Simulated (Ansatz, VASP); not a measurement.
## Ru: VASP beside Ansatz

The input INCAR:

```
  ALGO = Normal
  EDIFF = 1E-6
  ENCUT = 520
  GGA = PE
  ISIF = 2
  ISMEAR = -1
  LASPH = T
  LCHARG = F
  LREAL = F
  LWAVE = F
  NBANDS = 13
  NELM = 100
  PREC = Accurate
  SIGMA = 0.08
```

The input KPOINTS:

```
k-points
0
Gamma
  13 13 13
```

POSCAR

```
Ru
1.0
    2.5527243032      0.0000000000      0.0000000000
    0.0000000000      2.5527243032      0.0000000000
    0.0000000000      0.0000000000      2.5527243032
Ru
1
Direct
    0.0000000000      0.0000000000      0.0000000000
```

Input for Ansatz:

```yaml
crystal:
  lattice:
    - [2.5527243032, 0.0, 0.0]
    - [0.0, 2.5527243032, 0.0]
    - [0.0, 0.0, 2.5527243032]
  atoms:
    - { symbol: Ru, position: [0.0, 0.0, 0.0] }
kpoints:
  mp_grid: { grid: [13, 13, 13] }
scf:
  occupations: { method: fermi_dirac, width: 0.08 }
hamiltonian:
  xc: pbe
  pseudopotentials: { kind: all_electron, lapw: { basis_error: 0.00025 } }
output:
  forces: true
  stress: true
  eigenvalues: true
```

Change from the starting cell: volume scaled by 1.05.

Alike in both runs: task single point; functional PBE; k mesh 13 × 13 × 13; occupations fermi-dirac, width 0.08 eV; no spin polarisation.

|  | VASP | Ansatz |
| --- | --- | --- |
| version | VASP 6.6.1 | Ansatz 0.2.0 |
| potentials or method | VASP PAW PBE potentials, release 64 (Ru_pv) | all-electron LAPW, scalar-relativistic |
| plane-wave cutoff (eV) | 520 | see its input |

```tsv
	VASP	Ansatz	Ansatz less VASP
pressure (GPa)	-9.6	-9.6	-0.03
```

Ansatz ran all-electron here, so the differences hold the error of VASP's frozen core and of both bases.
